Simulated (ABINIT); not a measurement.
Crystal: HgTe (Coloradoite).

```
Hg Te
1.0
     0.00000    3.21450    3.21450
     3.21450    0.00000    3.21450
     3.21450    3.21450    0.00000
Hg Te
1 1
Direct
  0.00000 0.00000 0.00000
  0.75000 0.75000 0.75000
```

Base run:

- Program: ABINIT 10.8.3 (patched build)
- Functional: PBE
- Potentials or basis: PseudoDojo NC SR PBE v0.4.1 standard
- Cutoff: 952 eV
- k mesh: 5 × 5 × 5
- Occupations: fermi-dirac, width 0.05 eV
- Spin: no spin polarisation

Its results: band gap on the k mesh none (metal or under the smearing width); pressure 4.7 GPa.

Problem. The run is repeated on the same cell with these changes: functional from PBE to PBEsol; potentials or basis from PseudoDojo NC SR PBE v0.4.1 standard to PseudoDojo NC SR PBEsol v0.4.1 standard; cutoff from 952 eV to 925 eV. What comes out?

Solution. Band gap on the k mesh none (metal or under the smearing width); pressure 1.7 GPa.

Caveats: the cutoff is short for stress, so the pressure is rough (some runs).
